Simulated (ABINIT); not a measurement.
Input of an ABINIT 10.8.3 (patched build) run:

File run.abi:

```
# Datasets: ground state, then fixed potential
ndtset 2

# Pseudopotentials
pp_dirpath "./"
pseudos "W.LDA_PW-JTH.xml, C.LDA_PW-JTH.xml"

# Structure
acell 3*1.0
rprim
     5.4924889812     0.0000000000     0.0000000000
    -2.7462444906     4.7566349877     0.0000000000
     0.0000000000     0.0000000000     5.3603971251
ntypat 2
znucl 74 6
natom 2
typat 1 2
xred
     0.0000000000     0.0000000000     0.0000000000
     0.6666666667     0.3333333333     0.5000000000

# Plane-wave basis
ecut 544.227725 eV
pawecutdg 40.0

# Exchange and correlation
ixc 7

# Bands and occupations
occopt 3
tsmear 0.00183747

# SCF cycle
nstep 100

# Output
iomode 3
prtwf 0
prteig 0
prtebands 0
prtden1 1

# Dataset 1
kptopt1 1
ngkpt1 10 10 9
nshiftk1 1
shiftk1 0.0 0.0 0.0
nband1 13
tolvrs1 1.0e-9

# Dataset 2: bands along G-M-K-G-A-L-H-A
iscf2 -2
getden2 1
nband2 17
nbdbuf2 2
tolwfr2 1.0e-12
kptopt2 -7
ndivsm2 5
prteig2 1
kptbounds2
     0.0000000000     0.0000000000     0.0000000000
     0.5000000000     0.0000000000     0.0000000000
     0.3333333333     0.3333333333     0.0000000000
     0.0000000000     0.0000000000     0.0000000000
     0.0000000000     0.0000000000     0.5000000000
     0.5000000000     0.0000000000     0.5000000000
     0.3333333333     0.3333333333     0.5000000000
     0.0000000000     0.0000000000     0.5000000000
```

Potentials or basis: JTH PAW LDA v2.0.

Command:

```sh
$ abinit run.abi > log 2>&1
```

Q: What does it give for the band gap on the k mesh?

A: None (metal or under the smearing width).

Q: What does it give for the pressure?

A: -10.1 GPa.

Levels at the corners of the path, in eV from the Fermi level:
```
point  band 7  band 8  band 9  band 10  band 11  band 12
    Γ   -3.32   -3.32    0.13     3.20     3.20     5.62
    M   -3.61   -3.55   -0.42     2.32     4.52     4.88
    K   -4.50   -3.44    0.59     1.00     2.06     3.26
    Γ   -3.32   -3.32    0.13     3.20     3.20     5.62
    A   -2.00   -2.00   -0.59    -0.59     3.67     4.53
    L   -4.30   -4.10    0.35     4.42     5.30     6.71
    H   -5.35   -1.55   -0.62     4.40     6.45     7.58
    A   -2.00   -2.00   -0.59    -0.59     3.67     4.53
```

Caveat: spin-orbit coupling is left out, which moves the levels of the heavy elements.
